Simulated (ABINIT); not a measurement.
# BP (F-43m): G0W0 with ABINIT, start to end, part 3 of 3

How does a plane-wave GW calculation on BP (F-43m) run from the first input to the gap?

ABINIT 10.8.3; LDA and many-body steps on it, plane waves. Known limits of the many-body steps: not at the basis limit.

So far. Step 4 (Empty states on the mesh, 6×6×6 mesh, 124 bands): On this mesh the gap is 1.318 eV. The earlier step found 1.229 eV, so this mesh misses an edge. Step 5 (Screening, 6×6×6 mesh, 116 bands, screening to 244.9 eV): Local fields lower ε∞ by 9 %.

**6. Self-energy, 6×6×6 mesh, 116 bands, screening to 244.9 eV**

The self-energy is evaluated for the states that the input lists, and the levels follow from it, in one-shot runs by the linearised quasiparticle equation.

This step: G0W0 on LDA, plane waves, norm-conserving pseudopotentials.

Input file run.abi:

```
acell 3*1.0 Angstrom
rprim 
  0.000000000000 2.269000000000 2.269000000000
  2.269000000000 0.000000000000 2.269000000000
  2.269000000000 2.269000000000 0.000000000000
ntypat 2
znucl 5 15
natom 2
typat 1 2
xred 
  0.000000000000 0.000000000000 0.000000000000
  0.250000000000 0.250000000000 0.250000000000
pp_dirpath "pseudos"
pseudos "B.upf, P.upf"
ecut 34
ngkpt 6 6 6
nshiftk 1
shiftk 0 0 0
kptopt 1
chksymbreak 0
istwfk *1
occopt 1
irdwfk 1
optdriver 4
nband 116
gwcalctyp 0
ecutsigx 34
symsigma 1
nkptgw 3
kptgw 
  0.0000000000 0.0000000000 0.0000000000
  0.5000000000 0.5000000000 0.0000000000
  0.5000000000 0.0000000000 0.0000000000
bdgw 
  2 7
  3 6
  3 7
ecuteps 9
irdscr 1
ppmodel 1
indata_prefix "in"
outdata_prefix "out"
tmpdata_prefix "tmp"
```

Command:

```sh
> OMP_NUM_THREADS=1 mpirun -n 4 abinit run.abi > log
```

Numbers of over 12 decimals in the logs are rounded to 6 here.

The log of the run:

```text
.Version 10.8.3 of ABINIT. v10.8.2 released Aug 2026.

 Symmetries : space group F-4 3 m (#216); Bravais cF (face-center cubic)
[... echo of the input left out ...]
== DATASET  1 ==================================================================
-   mpi_nproc: 4, omp_nthreads: 1 (-1 if OMP is not activated)

--- !DatasetInfo
iteration_state: {dtset: 1, }
dimensions: {natom: 2, nkpt: 16, mband: 116, nsppol: 1, nspinor: 1, nspden: 1, mpw: 1524, }
cutoff_energies: {ecut:  34.0, pawecutdg:  -1.0, }
electrons: {nelect:   8.00000000E+00, charge:   0.00000000E+00, occopt:   1.00000000E+00, tsmear:   1.00000000E-02, }

 SIGMA: Calculation of the GW corrections

 Based on a program developped by R.W. Godby, V. Olevano, G. Onida, and L. Reining.
 Incorporated in ABINIT by V. Olevano, G.-M. Rignanese, and M. Torrent.
.Using double precision arithmetic ; gwpc =  8

[... cell and pseudopotentials left out ...]
--------------------------------------------------------------------------------

 ==== K-mesh for the wavefunctions ====
 Number of points in the irreducible wedge :    16
[... list of points left out ...]
 Together with 24 symmetry operations and time-reversal symmetry
 yields   216 points in the full Brillouin Zone.

 ==== Q-mesh for screening function ====
 Number of points in the irreducible wedge :    16
[... list of points left out ...]
 Together with 24 symmetry operations and time-reversal symmetry
 yields   216 points in the full Brillouin Zone.

 vcoul_init : cutoff-mode = AUXILIARY_FUNCTION
 q-points for optical limit:   1
     1)      0.000010    0.000020    0.000030
 setmesh: FFT mesh size selected  =    32x   32x   32
          total number of points  =        32768

 Number of electrons calculated from density =    8.0000; Expected =    8.0000
 average of density, n =  0.050741
 r_s =    1.6757
 omega_plasma =   21.7288 [eV]

 === KS Band Gaps ===
  >>>> For spin  1
   Minimum direct gap =   3.3863 [eV], located at k-point      :   0.0000  0.0000  0.0000
   Fundamental gap    =   1.3176 [eV], Top of valence bands at :   0.0000  0.0000  0.0000
                                       Bottom of conduction at :   0.5000  0.5000  0.0000
 SIGMA fundamental parameters:
 PLASMON POLE MODEL  1
 number of plane-waves for SigmaX                 1459
 number of plane-waves for SigmaC and W            181
 number of plane-waves for wavefunctions          1459
 number of bands                                   116
 number of independent spin polarizations            1
 number of spinorial components                      1
 number of k-points in IBZ                          16
 number of q-points in IBZ                          16
 number of symmetry operations                      24
 number of k-points in BZ                          216
 number of q-points in BZ                          216
 number of frequencies for dSigma/dE                 9
 frequency step for dSigma/dE [eV]                0.25
 number of omega for Sigma on real axis              0
 max omega for Sigma on real axis  [eV]           0.00
 zcut for avoiding poles [eV]                     0.10

 EPSILON^-1 parameters (SCR file):
 dimension of the eps^-1 matrix on file            181
 dimension of the eps^-1 matrix used               181
 number of plane-waves for wavefunctions          1459
 number of bands                                   116
 number of q-points in IBZ                          16
 number of frequencies                               2
 number of real frequencies                          1
 number of imag frequencies                          1

 matrix elements of self-energy operator (all in [eV])

 Perturbative Calculation

--- !SelfEnergy_ee
iteration_state: {dtset: 1, }
kpoint     : [   0.000,    0.000,    0.000, ]
spin       : 1
KS_gap     :    3.386
QP_gap     :    4.291
Delta_QP_KS:    0.905
data: !SigmaeeData |
     Band     E0 <VxcDFT>   SigX SigC(E0)      Z dSigC/dE  Sig(E)    E-E0       E
        2   7.259 -13.209 -15.016   0.939   0.790  -0.265 -13.894  -0.685   6.574
        3   7.259 -13.209 -15.016   0.939   0.790  -0.265 -13.894  -0.685   6.574
        4   7.259 -13.209 -15.016   0.939   0.790  -0.265 -13.894  -0.685   6.574
        5  10.645 -12.021  -7.247  -4.496   0.792  -0.262 -11.801   0.220  10.865
        6  10.645 -12.021  -7.247  -4.496   0.792  -0.262 -11.801   0.220  10.865
        7  10.645 -12.021  -7.247  -4.496   0.792  -0.262 -11.801   0.220  10.865

--- !SelfEnergy_ee
iteration_state: {dtset: 1, }
kpoint     : [   0.500,    0.500,    0.000, ]
spin       : 1
KS_gap     :    5.422
QP_gap     :    6.417
Delta_QP_KS:    0.995
data: !SigmaeeData |
     Band     E0 <VxcDFT>   SigX SigC(E0)      Z dSigC/dE  Sig(E)    E-E0       E
        3   3.155 -12.459 -15.968   2.447   0.771  -0.298 -13.278  -0.819   2.336
        4   3.155 -12.459 -15.968   2.447   0.771  -0.298 -13.278  -0.819   2.336
        5   8.577 -10.959  -6.534  -4.205   0.804  -0.244 -10.782   0.177   8.753
        6   8.819 -10.826  -6.288  -4.230   0.809  -0.236 -10.577   0.249   9.068

--- !SelfEnergy_ee
iteration_state: {dtset: 1, }
kpoint     : [   0.500,    0.000,    0.000, ]
spin       : 1
KS_gap     :    5.515
QP_gap     :    6.440
Delta_QP_KS:    0.925
data: !SigmaeeData |
     Band     E0 <VxcDFT>   SigX SigC(E0)      Z dSigC/dE  Sig(E)    E-E0       E
        3   5.511 -12.944 -15.550   1.624   0.783  -0.277 -13.713  -0.769   4.742
        4   5.511 -12.944 -15.550   1.624   0.783  -0.277 -13.713  -0.769   4.742
        5  11.026 -12.128  -7.051  -4.880   0.791  -0.265 -11.972   0.156  11.182
        6  11.943 -11.618  -6.254  -4.951   0.793  -0.261 -11.291   0.327  12.271
        7  11.943 -11.618  -6.254  -4.951   0.793  -0.261 -11.291   0.327  12.271

== END DATASET(S) ==============================================================
================================================================================

 -outvars: echo values of variables after computation  --------
           etotal      0.0000000000E+00
            nband         116
             nkpt          16
          spgroup         216
 [... the other variables as echoed above ...]

 Calculation completed.
```

Elapsed: 21 s, on 4 MPI ranks of Arm Neoverse V1, shared host; peak memory 0.89 GiB.

Numbers from this step:

```
G0W0 gap on the points computed              : 2.179 eV
starting gap on the mesh                     : 1.318 eV
k of the valence top                         : 0, 0, 0
k of the conduction bottom                   : 0.5, 0.5, 0
Z at the valence top                         : 0.79
Z at the conduction bottom                   : 0.804
least direct G0W0 gap on the computed points : 4.291 eV
```

The gap on the mesh goes from 1.32 eV to 2.18 eV, a correction of +0.86 eV. The start differs from the 1.23 eV found before because the two sample other k points.

Limits: finite bands, cutoff and mesh. v1 is the top filled band, c1 the lowest empty one. The levels before and after the correction (eV, zero at the valence-band top of each column):

|  | conduction bottom | valence top |
| --- | --- | --- |
| Kohn-Sham | 1.32 | 0.00 |
| G0W0 | 2.18 | 0.00 |

|  | level | energy (eV) |
| --- | --- | --- |
| Kohn-Sham | Γ v3-v1 | 0.000 |
| Kohn-Sham | Γ c1-c3 | 3.386 |
| Kohn-Sham | (0.5 0.5 0) v2-v1 | -4.104 |
| Kohn-Sham | (0.5 0.5 0) c1 | 1.318 |
| Kohn-Sham | (0.5 0.5 0) c2 | 1.560 |
| G0W0 | Γ v3-v1 | 0.000 |
| G0W0 | Γ c1-c3 | 4.291 |
| G0W0 | (0.5 0.5 0) v2-v1 | -4.238 |
| G0W0 | (0.5 0.5 0) c1 | 2.179 |
| G0W0 | (0.5 0.5 0) c2 | 2.494 |

**7. Where the time went**

Times are wall times on 4 MPI ranks of Arm Neoverse V1, shared host, good to a factor of about two.

```
                          step   time  share  memory (GiB)
                  ground state  3.9 s    4 %          0.25
bands along the symmetry lines    4 s    4 %          0.24
      empty states on the mesh   14 s   15 %          0.73
                     screening   52 s   55 %          0.82
                   self-energy   21 s   22 %          0.89
```

**8. Results**

```yaml
lda_gap: 1.21 eV, indirect
g0w0_gap_on_the_mesh: 2.18 eV
g0w0_gap_over_the_zone_rigid_shift: 2.07 eV
gw_settings: 6×6×6 mesh, 116 bands, screening to 244.9 eV, Godby-Needs plasmon pole
known_limits: not at the basis limit
```

In words: G0W0 moves the gap on the mesh from 1.32 eV to 2.18 eV (+0.86 eV), with Z of 0.79 and 0.80 at the edges. The mesh misses the band edges by 0.11 eV in all; a rigid shift gives 2.07 eV for the zone. Local fields lower the RPA ε∞ on this mesh from 10.81 to 9.89. Only 3 of the mesh's irreducible points were corrected, so a valley elsewhere could overtake. The dearest step here is «screening». Bands and cutoff are finite, so the gap is not at the basis limit. The miss can reach some tenths of an eV and take either sign; the mesh is an error of its own. In the G0W0 run levels were corrected at 3 k points alone, so a gap called «on the mesh» is the least over those, and an edge elsewhere would be missed. A denser mesh or path gives a starting gap of 1.21 eV: the GW mesh misses a band edge, so its gaps are not the fundamental one.

[Paths, hosts, dates, memory and timing lines, banners, echoed tables and standing remarks are left out of the program output.]

[Logs are printed without paths, hosts, clocks, repeated set-up lines and the standing remarks that a program may print on its own settings, such as how far it seeks lower states.]

[Runs of the session that timed out or met a known fault of the program may be left out.]

[Hosts, paths, dates, database ids (printed as entryN), source tags and the programs' standing remarks are cut or masked in the printed files.]

[G0W0 gaps are taken among the corrected bands and points alone; a level outside them can change the order at an edge.]

[Where Ansatz stands beside ABINIT at settings called matched, ABINIT's density can come from a denser mesh and the files from another edition; pairs whose starting gaps differed by over 0.03 eV were left out, so agreement reads better than it is.]
